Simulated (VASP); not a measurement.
# P (R-3m) in VASP: a series of runs

One crystal, P, is run at these levels: PBEsol+D3(BJ); tasks: relaxation of shape and atoms at fixed volume.

All numbers are computed with VASP 6.6.1; they aren't measurements. Logs are shortened: lines on timing, memory, paths and dates and some standing lists are left out, and cuts for length are marked.

## (1) The undisturbed crystal

It takes space group R-3m (No. 166, trigonal). The conventional cell has a = 3.451 Å, b = 3.451 Å, c = 9.389 Å, α = 90.00°, β = 90.00°, γ = 120.00°. P (site symmetry 3m) has 3 P at 2.29 Å as nearest neighbours.

This isn't the form of P at room conditions, which is orthorhombic.

## (2) Relaxation of shape and atoms at fixed volume, PBEsol+D3(BJ) (a relaxed cell with its volume scaled by 1.03)

INCAR reads:

```
PREC = Accurate ; ENCUT = 520
EDIFF = 1E-7 ; ISMEAR = 0
SIGMA = 0.02 ; LREAL = F
LASPH = T ; NELM = 60
ALGO = Fast ; ISIF = 4
LWAVE = F ; LCHARG = F
GGA = PS ; IVDW = 12
IBRION = 2 ; NSW = 80
EDIFFG = -0.002
```

KPOINTS reads:

```
regular mesh
0
Gamma
  15 15 15
```

POSCAR reads:

```
P                                       
1.0
    1.7139648153      0.9895580499      2.8035766797
   -1.7139648153      0.9895580499      2.8035766797
    0.0000000000     -1.9791160910      2.8035766800
  P             
     2
Direct
     0.2412978559540520    0.2412978559540520    0.2412978559536256
     0.7587021440459480    0.7587021440459480    0.7587021440463744
```

Potentials or basis: VASP PAW PBE potentials, release 64 (P).

On the command line:

```
$ cat potpaw_PBE.64/P/POTCAR > POTCAR
$ mpirun -np 1 vasp_std > vasp.out
```

OUTCAR:

```text
PREC = Accurate
   ENCUT = 520
   EDIFF = 1E-7
   ISMEAR = 0
   LREAL = F
   LASPH = T
   NELM = 60
   ISIF = 4
   GGA = PS
   IVDW = 12
   IBRION = 2
   NSW = 80
   EDIFFG = -0.002
 IVDW          = 12

 ion  position               nearest neighbor table
   1  0.241  0.241  0.241-   2 2.34   2 2.34   2 2.34   2 2.51   2 2.51   2 2.51
   2  0.759  0.759  0.759-   1 2.34   1 2.34   1 2.34   1 2.51   1 2.51   1 2.51

  LATTYP: Found a trigonal (rhomboedric) cell.
 ALAT       =     3.4317550497
 COS(alpha) =     0.5011140909

  Lattice vectors:

 A1 = (   1.7139648153,   0.9895580499,   2.8035766797)
 A2 = (  -1.7139648153,   0.9895580499,   2.8035766797)
 A3 = (   0.0000000000,  -1.9791160910,   2.8035766800)

Analysis of symmetry for initial positions (statically):
=====================================================================
 Subroutine PRICEL returns:
 Original cell was already a primitive cell.

 Routine SETGRP: Setting up the symmetry group for a
 trigonal (rhombohedral) supercell.

 Subroutine GETGRP returns: Found 12 space group operations
 (whereof 12 operations were pure point group operations)
 out of a pool of 12 trial point group operations.

The static configuration has the point symmetry D_3d.

Analysis of symmetry for dynamics (positions and initial velocities):
=====================================================================
 Subroutine PRICEL returns:
 Original cell was already a primitive cell.

 Routine SETGRP: Setting up the symmetry group for a
 trigonal (rhombohedral) supercell.

 Subroutine GETGRP returns: Found 12 space group operations
 (whereof 12 operations were pure point group operations)
 out of a pool of 12 trial point group operations.

The dynamic configuration has the point symmetry D_3d.

 Subroutine INISYM returns: Found 12 space group operations
 (whereof 12 operations are pure point group operations),
 and found     1 'primitive' translations

----------------------------------------------------------------------------------------

                                     Primitive cell

  volume of cell :      28.5303

  direct lattice vectors                    reciprocal lattice vectors
     1.713964815  0.989558050  2.803576680     0.291721274  0.168425356  0.118895743
    -1.713964815  0.989558050  2.803576680    -0.291721274  0.168425356  0.118895743
     0.000000000 -1.979116091  2.803576680     0.000000000 -0.336850713  0.118895744

  length of vectors
     3.431755050  3.431755050  3.431755047     0.357217861  0.357217861  0.357217861

  position of ions in fractional coordinates (direct lattice)
     0.241297856  0.241297856  0.241297856
     0.758702144  0.758702144  0.758702144

  ion indices of the primitive-cell ions
   primitive index   ion index
                 1           1
                 2           2

----------------------------------------------------------------------------------------

 KPOINTS: regular mesh

Automatic generation of k-mesh.
 Grid dimensions read from file:
 generate k-points for:   15   15   15

 Generating k-lattice:

  Cartesian coordinates                     Fractional coordinates (reciprocal lattice)
     0.019448085  0.011228357  0.007926383     0.066666667  0.000000000  0.000000000
    -0.019448085  0.011228357  0.007926383     0.000000000  0.066666667  0.000000000
     0.000000000 -0.022456714  0.007926383     0.000000000  0.000000000  0.066666667

  Length of vectors
     0.023814524  0.023814524  0.023814524

  Shift w.r.t. Gamma in fractional coordinates (k-lattice)
     0.000000000  0.000000000  0.000000000

 Subroutine IBZKPT returns following result:
 ===========================================

 Found    344 irreducible k-points:

 Following reciprocal coordinates:
            Coordinates               Weight
  0.000000  0.000000  0.000000      1.000000
  0.066667 -0.000000 -0.000000      6.000000
  0.133333  0.000000  0.000000      6.000000
  0.200000  0.000000  0.000000      6.000000
  0.266667  0.000000  0.000000      6.000000
  0.333333 -0.000000  0.000000      6.000000
[... 16 lines left out ...]
  0.133333  0.133333  0.000000      6.000000
  0.200000  0.133333  0.000000     12.000000
 [... further k-points ...]
   k-points           NKPTS =    344   k-points in BZ     NKDIM =    344   number of bands    NBANDS=      9
   number of dos      NEDOS =    301   number of ions     NIONS =      2
   total plane-waves  NPLWV =  21952
   dimension x,y,z NGX =    28 NGY =   28 NGZ =   28
   dimension x,y,z NGXF=    56 NGYF=   56 NGZF=   56
   ions per type =               2
   NGX,Y,Z   is equivalent  to a cutoff of  13.56, 13.56, 13.56 a.u.
   NGXF,Y,Z  is equivalent  to a cutoff of  27.13, 27.13, 27.13 a.u.
 SYSTEM =  unknown system
   PREC   = accura    normal or accurate (medium, high low for compatibility)
   ISTART =      0    job   : 0-new  1-cont  2-samecut
   ICHARG =      2    charge: 1-file 2-atom 10-const
   ISPIN  =      1    spin polarized calculation?
   LNONCOLLINEAR =      F non collinear calculations
   LSORBIT =      F    spin-orbit coupling
   LASPH  =      T    aspherical Exc in radial PAW
   ENCUT  =  520.0 eV  38.22 Ry    6.18 a.u.   6.38  6.38  6.38*2*pi/ulx,y,z
   NELM   =     60;   NELMIN=  2; NELMDL= -5     # of ELM steps
   EDIFF  = 0.1E-06   stopping-criterion for ELM
   LREAL  =      F    real-space projection
   EDIFFG = -.2E-02   stopping-criterion for IOM
   NSW    =     80    number of steps for IOM
   IBRION =      2    ionic relax: 0-MD 1-quasi-New 2-CG
   NFREE  =      1    steps in history (QN), initial steepest desc. (CG)
   ISIF   =      4    stress and relaxation
   ISYM   =      2    0-nonsym 1-usesym 2-fastsym
   POTIM  = 0.5000    time-step for ionic-motion
   TEBEG  =    0.0;   TEEND  =   0.0 temperature during run
   PSTRESS=    0.0 pullay stress
   NELECT =      10.0000    total number of electrons
   NUPDOWN=      -1.0000    fix difference up-down
   EMIN   =  10.00;   EMAX   =-10.00  energy-range for DOS
   EFERMI =   0.00;   METHOD = LEGACY
   ISMEAR =     0;   SIGMA  =   0.02  broadening in eV -4-tet -1-fermi 0-gaus
   EFERMI_NEDOS =   21; number of points for ismear=-14 and -15
   IALGO  =     68    algorithm
   IMIX   =      4    mixing-type and parameters
     AMIX     =   0.40;   BMIX     =  1.00
     AMIX_MAG =   1.60;   BMIX_MAG =  1.00
  volume/ion in A,a.u.               =      14.27        96.27
  Fermi-wavevector in a.u.,A,eV,Ry     =   1.154266  2.181246 18.127448  1.332330
  Thomas-Fermi vector in A             =   2.290904
   LORBIT       =      0    0 simple, 1 ext, 2 COOP (PROOUT), +10 PAW based schemes
   GGA     = PS    functional components
   LHFCALC =     F    Hartree Fock is set to
   AEXX    =    0.0000 exact exchange contribution
   IVDW    =    12    specifies the selected vdW correction
   LEPSILON=     F    determine dielectric tensor
   LRPA    =     F    only Hartree local field effects (RPA)
 conjugate gradient relaxation of ions
 non-spin polarized calculation
 RMM-DIIS sequential band-by-band and
 Gauss-broadening in eV      SIGMA  =   0.02
  energy-cutoff  :      520.00
  volume of cell :       28.53
 maximum number of plane-waves:       785
 NGX is ok and might be reduce to    28
   NGX = 13   NGY = 13   NGZ = 13

--------------------------------------- Ionic step        1  -------------------------------------------

 number of electron      10.0000000 magnetization

 Free energy of the ion-electron system (eV)
  ---------------------------------------------------
  ext. energy  EPLUGINS =         0.00000000
  ---------------------------------------------------
  free energy    TOTEN  =       -11.56319981 eV

  energy without entropy =      -11.56307300  energy(sigma->0) =      -11.56313640

------------------------ aborting loop because EDIFF is reached ----------------------------------------

 Edisp (eV)   -0.79391

 E8    (eV) :    -0.4709

  FORCE on cell =-STRESS in cart. coord.  units (eV):
  Direction    XX          YY          ZZ          XY          YZ          ZX
  --------------------------------------------------------------------------------------
  -------------------------------------------------------------------------------------
  Total      -0.61745    -0.61745    -0.56756    -0.00000    -0.00000     0.00000
  in kB     -34.67402   -34.67402   -31.87264    -0.00000    -0.00000     0.00000
  external pressure =      -33.74 kB  Pullay stress =        0.00 kB

 VOLUME and BASIS-vectors are now :
 -----------------------------------------------------------------------------
  energy-cutoff  :      520.00
  volume of cell :       28.53
      direct lattice vectors                 reciprocal lattice vectors
     1.713964815  0.989558050  2.803576680     0.291721274  0.168425356  0.118895743
    -1.713964815  0.989558050  2.803576680    -0.291721274  0.168425356  0.118895743
     0.000000000 -1.979116091  2.803576680     0.000000000 -0.336850713  0.118895744
[... 161 lines left out ...]
 POSITION                                       TOTAL-FORCE (eV/Angst)
 -----------------------------------------------------------------------------------
      0.00000      0.00000      2.01608        -0.000000     -0.000000     -0.005232
      0.00000      0.00000      6.41307         0.000000      0.000000      0.005232
 -----------------------------------------------------------------------------------
    total drift:                                0.000000     -0.000000     -0.000000

  FREE ENERGIE OF THE ION-ELECTRON SYSTEM (eV)
  ---------------------------------------------------
  free  energy   TOTEN  =       -12.3598500762 eV

  energy  without entropy=      -12.3597776559  energy(sigma->0) =      -12.35981387

--------------------------------------- Ionic step        6  -------------------------------------------

 number of electron      10.0000001 magnetization

 Free energy of the ion-electron system (eV)
  ---------------------------------------------------
  ext. energy  EPLUGINS =         0.00000000
  ---------------------------------------------------
  free energy    TOTEN  =       -11.56593988 eV

  energy without entropy =      -11.56588033  energy(sigma->0) =      -11.56591011

 E-fermi :  10.1841     XC(G=0): -11.4547

 val. band max:       10.1792070490   @ k =  -0.4667   0.4000   0.4000
 cond. band min:      10.1863352558   @ k =   0.3333   0.1333   0.1333
 fundamental gap:      0.0071282068
 Fermi energy:        10.1840506594

 k-point     1 :       0.0000    0.0000    0.0000
  band No.  band energies     occupation
      1      -6.8801      2.00000
      2       7.5819      2.00000
      3       7.5819      2.00000
      4       7.8076      2.00000
      5       8.5231      2.00000
      6      13.3645      0.00000
      7      13.9763      0.00000
      8      13.9763      0.00000
      9      15.4896      0.00000

 k-point     2 :       0.0667   -0.0000   -0.0000
  band No.  band energies     occupation
      1      -6.8027      2.00000
      2       6.5791      2.00000
      3       7.5568      2.00000
      4       7.7608      2.00000
      5       9.2905      2.00000
      6      13.3467      0.00000
      7      13.8901      0.00000
      8      14.0240      0.00000
      9      14.9386      0.00000
[... 253 lines left out ...]
 k-point    24 :       0.2000    0.1333    0.0000
  band No.  band energies     occupation
      1      -6.1903      2.00000
      2       4.4898      2.00000
      3       6.5180      2.00000
      4       6.7637      2.00000
      5       9.6585      2.00000
      6      12.2090      0.00000
      7      12.8901      0.00000
      8      14.8431      0.00000
      9      15.1778      0.00000

 [... further k-points ...]

------------------------ aborting loop because EDIFF is reached ----------------------------------------

 Edisp (eV)   -0.79392

 E8    (eV) :    -0.4709

  FORCE on cell =-STRESS in cart. coord.  units (eV):
  Direction    XX          YY          ZZ          XY          YZ          ZX
  --------------------------------------------------------------------------------------
  -------------------------------------------------------------------------------------
  Total      -0.46368    -0.46368    -0.46165     0.00000    -0.00000     0.00000
  in kB     -26.03865   -26.03865   -25.92488     0.00000    -0.00000     0.00000
  external pressure =      -26.00 kB  Pullay stress =        0.00 kB

 VOLUME and BASIS-vectors are now :
 -----------------------------------------------------------------------------
  energy-cutoff  :      520.00
  volume of cell :       28.53
      direct lattice vectors                 reciprocal lattice vectors
     1.712737936  0.988849711  2.807594669     0.291930242  0.168546004  0.118725590
    -1.712737936  0.988849711  2.807594669    -0.291930242  0.168546004  0.118725590
     0.000000000 -1.977699413  2.807594669     0.000000000 -0.337092008  0.118725590

 POSITION                                       TOTAL-FORCE (eV/Angst)
 -----------------------------------------------------------------------------------
      0.00000      0.00000      2.01431        -0.000000     -0.000000     -0.000233
      0.00000      0.00000      6.40847         0.000000      0.000000      0.000233
 -----------------------------------------------------------------------------------
    total drift:                                0.000000     -0.000000     -0.000000

  FREE ENERGIE OF THE ION-ELECTRON SYSTEM (eV)
  ---------------------------------------------------
  free  energy   TOTEN  =       -12.3598640064 eV

  energy  without entropy=      -12.3598044479  energy(sigma->0) =      -12.35983423

 reached required accuracy - stopping structural energy minimisation
```

Run time: 8.7 min. Hardware: 1 thread of AMD EPYC 7R43 (Zen 3), shared host; peak memory 0.17 GiB.

Results:

```yaml
Free_energy: -12.3599 eV
Energy_gained_by_relaxing: 1.4 meV/atom
Ionic_steps: 6
Pressure_after_relaxing: -2.6 GPa
Band_gap_on_the_k_mesh: none (metal or under the smearing width)
Dispersion_energy_per_atom: -0.397 eV
```

Step by step:
| step | energy change (eV) | largest force (eV/Å) | pressure (GPa) | volume (Å³) |
| --- | --- | --- | --- | --- |
| 1 | 0.0000 | 0.1354 | -3.37 | 28.53 |
| 2 | -0.0016 | 0.0977 | -3.12 | 28.53 |
| 3 | -0.0027 | 0.0193 | -2.68 | 28.53 |
| 4 | -0.0027 | 0.0017 | -2.58 | 28.53 |
| 5 | -0.0027 | 0.0052 | -2.60 | 28.53 |
| 6 | -0.0028 | 0.0002 | -2.60 | 28.53 |

Final structure:
```
P
1.0
     1.71274    0.98885    2.80759
    -1.71274    0.98885    2.80759
     0.00000   -1.97770    2.80759
P
2
Direct
  0.23915 0.23915 0.23915
  0.76085 0.76085 0.76085
```

Caveat: the PAW data sets were made with another functional, which shifts forces and pressure a little; pairwise dispersion overbinds metals, which lowers pressure and volume.

(Part 1 of 3 ends here.)
